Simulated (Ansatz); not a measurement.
Level of theory: DFT, PBE, scalar-relativistic, collinear spin; plane waves to 420 eV with PAW datasets (Ansatz 0.2.0), Γ-centred 10×10×8 mesh, 0.05 eV Gaussian smearing; PAW files: Ansatz's generated set soft_2.

A compound XN has these computed properties.

* Space group: P6_3/mmc (No. 194)
* Conventional cell: a = 3.463 Å, b = 3.463 Å, c = 6.078 Å, α = 90.00°, β = 90.00°, γ = 120.00°
* Volume: 15.78 Å³/atom
* Band gap: zero (metallic)
* Density of states at the Fermi level: 0.02 states/(eV·atom) (so small a value isn't resolved on this mesh)
* Magnetic state: ferromagnetic
* Site spin moments: X 6.85; N -0.05 μB
* Spin moment of the cell: 14.00 μB
* Bader charges: X 1.74; N -1.74 e
* f electrons (orthogonalised atomic orbitals): X 7.14
* Formation energy from the elements (0 K, uncorrected): -1.23 eV/atom
* Bulk modulus (Birch–Murnaghan): 135 GPa
* Pressure derivative B0′: 4.1

Sites: X on 2a, N on 2c.

Which element is X?
A. Dy
B. Gd
C. Eu
D. Sm

B. X is Gd, so the compound is GdN.

This is a trial structure; measured cells of the compound in the Crystallography Open Database are in space group Fm-3m (rock salt).

Exchange splits the half-filled 4f shell away from the Fermi level; the metal comes from a small overlap of other bands, which can be the functional's gap error. These numbers lack spin–orbit coupling. The run wasn't fully tested for a lower electronic state. Site moments are of spin, integrated over atomic spheres.
